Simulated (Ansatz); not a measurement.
Input for Ansatz (plane-wave DFT, PAW):

```yaml
crystal:
  lattice:
    - [4.4319241156, 0.0, 0.0]
    - [0.0, 4.4319241156, 0.0]
    - [0.0, 0.0, 4.4319241156]
  atoms:
    - { symbol: Cs, position: [0.0, 0.0, 0.0] }
    - { symbol: Br, position: [0.5, 0.5, 0.5] }
basis:
  ecutwfc: 420
kpoints:
  mp_grid: { grid: [6, 6, 6] }
hamiltonian:
  xc: pbesol
scf:
  occupations: { method: gaussian, width: 0.02 }
output:
  forces: true
  stress: true
  eigenvalues: true
```

Command:
```bash
ansatz run input.yaml --threads 1 --pin off --max-ram 1331MiB --backend cpu --events-out ev --progress --plain --runs-dir out
```

Computed with Ansatz, DFT PBEsol, scalar-relativistic, plane waves, PAW.

Abridged output:

```
Pseudopotentials: kind: paw
Pseudopotential: Cs, paw, valence charge 9, recommended cutoff 420 eV (normal)
Pseudopotential: Br, paw, valence charge 7, recommended cutoff 420 eV (normal)
Functional definition: PBEsol
Crystal: 2 atoms, lattice volume = 87.052 Å³
Basis set: ecut = 420 eV, 1743 PW (Γ), exchange–correlation on 60×60×60 points (8 copies of the dense FFT grid, shifted against one another)
Bands: 12, of which v1, the nominal top of the filled ones, is band 8 counted from 1 (7 counted from 0)
Symmetry: 48 space group operations
Space group: Pm-3m (ITA 221), of the structure as read, at distance tolerance 4.4e-5 Å
k-points: 20 of 216
Initial density: superposition of atomic densities (neutral atoms: chi_scale 0, normalization atom), corrected by the library's trained network
Initial wavefunctions: pseudopotential atomic-orbital guess
Functional: x = pbesol(κ = 0.804, μ = 0.12345679), c = pbesol(β = 0.046)
SCF iter   1: F=—  HF=-8325.774533 eV  |F-HF|=—  |Δ(HF+E_count)|=         —  Δρ=1.57e-3  dr2=3.71e-3  ethr=1.77e-3  ⟨swp⟩=8.5  Hψ=1766  notcnv=0
SCF iter   2: F=—  HF=-8325.774545 eV  |F-HF|=—  |Δ(HF+E_count)|=   1.18e-5  Δρ=8.26e-4  dr2=8.47e-4  ethr=2.32e-5  ⟨swp⟩=2.6  Hψ=608  notcnv=0
SCF iter   3: F=—  HF=-8325.774831 eV  |F-HF|=—  |Δ(HF+E_count)|=   2.87e-4  Δρ=1.78e-4  dr2=2.74e-5  ethr=5.29e-6  ⟨swp⟩=2.1  Hψ=390  notcnv=0
SCF iter   4: F=—  HF=-8325.774888 eV  |F-HF|=—  |Δ(HF+E_count)|=   5.66e-5  Δρ=2.74e-5  dr2=8.44e-7  ethr=1.72e-7  ⟨swp⟩=2.0  Hψ=391  notcnv=0
SCF iter   5: F=-8325.774889 eV  HF=-8325.774889 eV  |F-HF|=3.40e-8  |Δ(HF+E_count)|=   8.61e-7  Δρ=6.14e-6  dr2=3.34e-8  ethr=5.28e-9  ⟨swp⟩=2.0  Hψ=388  notcnv=0
SCF iter   6: F=-8325.774889 eV  HF=-8325.774889 eV  |F-HF|=9.90e-10  |Δ(HF+E_count)|=   4.51e-8  Δρ=7.39e-7  dr2=5.19e-10  ethr=2.09e-10  ⟨swp⟩=3.2  Hψ=1043  notcnv=0
SCF 1 converged in 6 iterations: F = -8325.774889 eV  dr2 = 5.19e-10
SCF converged after 6 iterations
Free energy (F): -8325.774889 eV
Harris-Foulkes:  -8325.774889 eV  (|F-HF|=9.90e-10)
Internal energy: -8325.774889 eV  (E = F + TS)
E sigma→0 (E₀):  -8325.774889 eV
Fermi energy:    4.199106 eV
--- Per-component energies (eV) ---
  E_band       = -71.805756
  E_kinetic    = 275.560567
  E_local      = -452.479999  (includes V_loc(G=0)·N_el)
  E_nonlocal   = 101.482517
  E_hartree    = 133.795655
  E_xc         = -434.730904
  E_vxc        = -230.627808  (∫ρ·V_xc dr)
  E_paw        = -7186.281441  (= ΣΔE_a)
  E_vpaw       = -33.332193  (= ΣTr[D̂ρ^β])
  E_aug_tail   = -0.000002  (compensation charges beyond the density's cutoff)
  E_ewald      = -763.357713
  E_core_change = 0.236430  (= ΣΔE_core)
  E_smearing   =  0.000000  (= −TS)
--- Forces (eV/Å), atoms counted from 1 ---
  atom   1  Cs     0.00000000     0.00000000     0.00000000
  atom   2  Br     0.00000000     0.00000000     0.00000000
--- Stress (GPa, compression-positive) ---
       -1.464465       0.000000       0.000000
        0.000000      -1.464465       0.000000
        0.000000       0.000000      -1.464465
  P = ⅓ Tr σ = -1.4645 GPa (-14.645 kbar)
--- Band table (eV; the first three rows and the last of 20) ---
  k-point 0: bands = ["-17.7045", "-10.0713", "-4.3131", "-4.3131", "-4.3131", "2.1796", "2.1796", "2.1796", "6.1893", "7.1080", "7.1080", "10.9939"]
  k-point 1: bands = ["-17.6958", "-10.0708", "-4.4003", "-4.2948", "-4.2948", "1.8254", "2.1459", "2.1459", "6.7828", "7.2693", "7.6267", "10.8250"]
  k-point 2: bands = ["-17.6784", "-10.0706", "-4.5624", "-4.2576", "-4.2576", "1.2698", "2.0762", "2.0762", "7.6954", "8.0399", "8.7632", "10.6624"]
  k-point 19: bands = ["-17.6093", "-9.9312", "-4.6335", "-4.6335", "-4.6335", "1.2155", "1.2155", "1.2155", "10.0140", "10.0140", "10.0140", "10.7444"]
```

Self-consistency was reached.